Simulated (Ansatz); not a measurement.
Phases of Os at 330 GPa

Structure types of Os are relaxed in primitive cells with their symmetry kept at 330 GPa, first on PAW files, then by LAPW. The enthalpy is E + pV at zero temperature, without zero-point motion. Only the types listed were tried, and differences under about 5 meV/atom are mesh noise.

Computed with Ansatz 0.2.0; functional PBE, scalar-relativistic. Settings: Fermi–Dirac smearing of 0.1 eV, no spin polarisation. Methods: LAPW: all electrons, basis error target 0.5 meV/atom; PAW: frozen-core files, cutoff 420 eV.

k meshes: fcc 19×19×19, bcc 20×20×20, hcp 18×18×10, simple hexagonal 19×19×17, omega 10×10×13, sc 17×17×17.

Spin–orbit coupling is left out, which matters for the heavy atoms.

**Question.** Which type is lowest in enthalpy, and by how much?

**Answer.** hcp, 167 meV/atom below fcc. The whole table:

```json
{"start type": "fcc", "ends as": "fcc, Fm-3m", "a, b, c (Å)": "3.414, 3.414, 3.414", "V (Å³/atom)": "9.94", "H − H(lowest), LAPW (meV/atom)": "167.2", "same, PAW": "167.2"}
{"start type": "bcc", "ends as": "bcc, Im-3m", "a, b, c (Å)": "2.718, 2.718, 2.718", "V (Å³/atom)": "10.05", "H − H(lowest), LAPW (meV/atom)": "1312.9", "same, PAW": "1314.5"}
{"start type": "hcp", "ends as": "hcp, P6_3/mmc", "a, b, c (Å)": "2.429, 2.429, 3.891", "V (Å³/atom)": "9.94", "H − H(lowest), LAPW (meV/atom)": "0.0", "same, PAW": "0.0"}
{"start type": "simple hexagonal", "ends as": "simple hexagonal, P6/mmm", "a, b, c (Å)": "2.336, 2.336, 2.196", "V (Å³/atom)": "10.38", "H − H(lowest), LAPW (meV/atom)": "2668.3", "same, PAW": "2668.5"}
{"start type": "omega", "ends as": "omega, P6/mmm", "a, b, c (Å)": "3.841, 3.841, 2.364", "V (Å³/atom)": "10.07", "H − H(lowest), LAPW (meV/atom)": "765.7", "same, PAW": "766.2"}
{"start type": "sc", "ends as": "sc, Pm-3m", "a, b, c (Å)": "2.204, 2.204, 2.204", "V (Å³/atom)": "10.70", "H − H(lowest), LAPW (meV/atom)": "4030.8", "same, PAW": "4030.5"}
```

**Question.** Split the lead of hcp over fcc into energy and pV.

**Answer.** For fcc less hcp: ΔE = +160.9 meV/atom, and p·ΔV = 330 GPa × +0.0031 Å³ × 6.242 meV/(GPa·Å³) = +6.4 meV/atom, together 167.3 meV/atom. hcp wins on both counts.
